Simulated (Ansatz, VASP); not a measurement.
Two plane-wave programs on CdTe

File INCAR:

```
PREC = Accurate
ENCUT = 520
EDIFF = 1E-7
ISMEAR = 0
SIGMA = 0.05
LREAL = False
LASPH = True
NELM = 60
ALGO = Normal
ISIF = 2
LWAVE = False
LCHARG = False
GGA = RE
NBANDS = 16
```

KPOINTS

```
Automatic mesh
0
Gamma
  6 6 6
```

File POSCAR:

```
CdTe
1.0
    0.0000000000      3.1363350185      3.1363350185
    3.1363350185      0.0000000000      3.1363350185
    3.1363350185      3.1363350185      0.0000000000
Cd Te
1 1
Direct
    0.5000000000      0.5000000000      0.5000000000
    0.0000000000      0.0000000000      0.0000000000
```

Input for Ansatz:

```yaml
crystal:
  lattice:
    - [0.0, 3.1363350185, 3.1363350185]
    - [3.1363350185, 0.0, 3.1363350185]
    - [3.1363350185, 3.1363350185, 0.0]
  atoms:
    - { symbol: Cd, position: [0.5, 0.5, 0.5] }
    - { symbol: Te, position: [0.0, 0.0, 0.0] }
basis:
  ecutwfc: 420
  ecutrho_ratio: 4
kpoints:
  mp_grid: { grid: [6, 6, 6] }
hamiltonian:
  xc: revpbe
scf:
  occupations: { method: gaussian, width: 0.05 }
output:
  forces: true
  stress: true
  eigenvalues: true
```

Alike in both runs: task single point; functional revPBE; k mesh 6 × 6 × 6; occupations gaussian, width 0.05 eV; no spin polarisation.

|  | VASP | Ansatz |
| --- | --- | --- |
| version | VASP 6.6.1 | Ansatz 0.2.0 |
| potentials or method | VASP PAW PBE potentials, release 64 (Cd, Te) | scalar-relativistic, plane waves, PAW |
| plane-wave cutoff (eV) | 520 | 420 |
| valence electrons in the cell | 18 | 36 |

|  | VASP | Ansatz | Ansatz less VASP |
| --- | --- | --- | --- |
| gap on the k mesh at the Fermi level (eV) | none | none | - |
| pressure (GPa) | -1.3 | -1.4 | -0.12 |

A gap of «none» marks a metal or a gap that the smearing closes. The two sets of potentials don't hold the same shells in valence.

Caveats: the PAW data sets were made with another functional, which shifts forces and pressure a little (VASP). Spin-orbit coupling is left out, which matters for the levels of Te.
